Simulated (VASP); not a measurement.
Here is a VASP 6.6.1 calculation.

Contents of INCAR:

```
ALGO     = Normal         # electronic algorithm
EDIFF    = 1E-6           # SCF threshold, eV
ENCUT    = 520            # plane-wave cutoff, eV
GGA      = PS             # functional
ISIF     = 2              # what is computed and relaxed
ISMEAR   = -1             # smearing method
LASPH    = True           # aspherical terms in the spheres
LCHARG   = False          # write CHGCAR
LREAL    = Auto         
LWAVE    = False          # write WAVECAR
NBANDS   = 44             # bands
NELM     = 80             # most SCF steps
PREC     = Accurate       # precision mode
SIGMA    = 0.05           # smearing width, eV
```

The input KPOINTS:

```
k-points
0
Gamma
  3 3 3
```

POSCAR

```
Al7N8
1.0
    6.3768608000      0.0000000000      0.0000000000
   -3.1884304000      5.5225156000      0.0000000000
    0.0000000000      0.0000000000      5.1173090900
N Al
8 7
Direct
    0.3551725030      0.1770832481      0.3686894746
    0.1194251892      0.1875150882      0.8416663767
    0.3119185373      0.6554636079      0.4674175349
    0.1193982299      0.9309232191      0.8416597325
    0.8319421363      0.1601804439      0.3669305424
    0.6997963909      0.3493779176      0.8693060985
    0.8319345744      0.6707253122      0.3669313241
    0.6516886521      0.8253217067      0.8684173502
    0.3812417030      0.1901193362      0.0082054844
    0.1630358387      0.3165180738      0.4915309894
    0.1630252251      0.8455157646      0.4915315756
    0.8215582380      0.1425010008     -0.0048617349
    0.6854349470      0.3421994860      0.4896825570
    0.8215511860      0.6780152871     -0.0048572403
    0.6516996830      0.8253365550      0.4959290040
```

Potentials or basis: VASP PAW PBE potentials, release 64 (N, Al).

Run with:

```console
$ cat potpaw_PBE.64/N/POTCAR potpaw_PBE.64/Al/POTCAR > POTCAR
$ mpirun -np 1 vasp_std > vasp.out
```

What does it give for the band gap on the k mesh?

None (metal or under the smearing width).

Estimate the pressure.

-7.5 GPa.

Estimate the largest force.

0.294 eV/Å.

Stress tensor (GPa, compression positive):
```
 -8.08   2.21   1.89
  2.21 -10.64   1.09
  1.89   1.09  -3.91
```

Caveat: the k mesh is coarse (spacing up to 0.41 Å⁻¹), so the values aren't converged; the PAW data sets were made with another functional, which shifts forces and pressure a little.
